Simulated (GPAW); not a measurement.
The system is CoO.

```
CELL_PARAMETERS angstrom
0.00000 2.13150 2.13150
2.13150 0.00000 2.13150
2.13150 2.13150 0.00000
ATOMIC_POSITIONS crystal
Co 0.00000 0.00000 0.00000
O 0.50000 0.50000 0.50000
```

```yaml
Program: GPAW 26.7.0
Task: relaxation of cell and atoms
Functional: RPBE
Potentials_or_basis: the program's PAW data sets (release 1.2.1) made for this functional
Cutoff: 800 eV
Basis: pw
k_mesh: 11 × 11 × 11
Occupations: fermi-dirac, width 0.05 eV
Spin: collinear spin, ferromagnetic start
Starting_moments: "[2.0, 0.0] μB"
```

At the start: pressure 4.7 GPa; volume 9.68 Å³/atom.

Problem. How do energy, volume and symmetry change on relaxing?

Solution. Over 3 steps the energy falls by 4.4 meV/atom and the volume is 9.95 Å³/atom (+2.7 %); space group Fm-3m (No. 225, to 0.05 Å); moment 2.98 μB per cell.

The path:
| step | energy change (eV) | largest force (eV/Å) | pressure (GPa) | volume (Å³) |
| --- | --- | --- | --- | --- |
| 1 | 0.0000 | 0.0000 | 4.73 | 19.37 |
| 2 | -0.0034 | 0.0000 | 3.62 | 19.49 |
| 3 | -0.0088 | 0.0000 | 0.03 | 19.89 |

Final structure:
```
Co O
1.0
     0.00000    2.15057    2.15057
     2.15057    0.00000    2.15057
     2.15057    2.15057    0.00000
Co O
1 1
Direct
  0.00000 0.00000 0.00000
  0.50000 0.50000 0.50000
```

Caveat: each step starts from the last one's moments, so a moment once lost doesn't come back; later steps reuse the first step's grids; a cell with one magnetic atom can't hold antiferromagnetic order, which such compounds often take.
